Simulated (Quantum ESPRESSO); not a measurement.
## InAs: band structure with PBE

**Measured values to compare with.**

From a printed reference work, data compilation, for a bulk crystal of InAs at 4.2 K: band gap 0.418 eV (direct).

InAs:

```
In As
1.0
     0.00000    3.01800    3.01800
     3.01800    0.00000    3.01800
     3.01800    3.01800    0.00000
In As
1 1
Cartesian
  0.0000 0.0000 0.0000
  4.5270 4.5270 4.5270
```

```yaml
Program: Quantum ESPRESSO 7.5
Task: band structure
Functional: PBE
Potentials_or_basis: GBRV 1.5 PBE
Cutoff: 612 eV
Density_cutoff: 4898 eV
k_mesh: 8 × 8 × 8
Occupations: fermi-dirac, width 0.05 eV
Spin: no spin polarisation
Mixing_beta: 0.5
Most_SCF_iterations: 120
SCF_threshold: 4e-10 Ry
```

```yaml
Pressure: 3.9 GPa
Band_gap_on_the_k_mesh: none (metal or under the smearing width)
```

Levels at the corners of the path, in eV from the Fermi level:
```
point  band 5  band 6  band 7  band 8  band 9  band 10  band 11  band 12  band 13  band 14
    Γ  -14.33  -11.96   -0.23   -0.05   -0.05    -0.05     3.85     3.85     3.85     7.50
    X  -14.31   -9.92   -5.92   -2.40   -2.40     1.49     2.01     9.15     9.27     9.27
    W  -14.32   -9.87   -5.78   -3.03   -2.95     4.17     4.25     4.97     6.04     9.83
    K  -14.32   -9.94   -5.78   -3.35   -2.02     2.06     4.23     7.28     7.38     7.77
    Γ  -14.33  -11.96   -0.23   -0.05   -0.05    -0.05     3.85     3.85     3.85     7.50
    L  -14.32  -10.47   -5.85   -1.05   -1.05     0.91     4.63     4.63     6.82     9.01
    U  -14.32   -9.94   -5.78   -3.35   -2.02     2.06     4.23     7.28     7.38     7.77
    W  -14.32   -9.87   -5.78   -3.03   -2.95     4.17     4.25     4.97     6.04     9.83
    L  -14.32  -10.47   -5.85   -1.05   -1.05     0.91     4.63     4.63     6.82     9.01
    K  -14.32   -9.94   -5.78   -3.35   -2.02     2.06     4.23     7.28     7.38     7.77
    U  -14.32   -9.94   -5.78   -3.35   -2.02     2.06     4.23     7.28     7.38     7.77
    X  -14.31   -9.92   -5.92   -2.40   -2.40     1.49     2.01     9.15     9.27     9.27
```

It took 23 s on 1 thread of AMD EPYC 9B45 (Zen 5) (shared host), peak memory 0.2 GiB.

A measured gap of InAs is 0.418 eV (direct; 4.2 K; a printed reference work, data compilation); the calculated 0.00 eV misses it by -0.42 eV. Spin-orbit coupling on As, In is left out. The value is that of PBE on a finite k mesh, which can miss the band edges, without temperature or zero-point motion. Semilocal functionals fall short of measured gaps as a rule.

Caveat: spin-orbit coupling is left out, which moves the levels of the heavy elements; this crystal is a semiconductor, whose small gap the functional closes, so the metal is an error of the method.
